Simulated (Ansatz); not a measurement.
Relativistic treatment of Na

```
CELL_PARAMETERS angstrom
3.76700 0.00000 0.00000
-1.88350 3.26232 0.00000
0.00000 0.00000 6.15400
ATOMIC_POSITIONS crystal
Na 0.33333 0.66667 0.25000
Na 0.66667 0.33333 0.75000
```

Atom numbers follow the list: Na1, Na2.

The structure is an experimental refinement, used without relaxation.

One fixed cell is solved with PBE by all-electron LAPW in Ansatz 0.2.0 under different relativistic treatments. Pressure is positive in compression.

Settings: a Γ-centred 13×13×7 k mesh, Fermi–Dirac smearing of 0.05 eV, basis error target 0.25 meV/atom, no spin polarisation.

```json
{"setting": "scalar-relativistic", "P (GPa)": "-0.14", "lowest level at Γ above −25 eV, from the valence-band top or, without a gap, the Fermi level (eV)": "-24.94"}
{"setting": "non-relativistic", "P (GPa)": "-0.12", "lowest level at Γ above −25 eV, from the valence-band top or, without a gap, the Fermi level (eV)": "-24.97"}
```
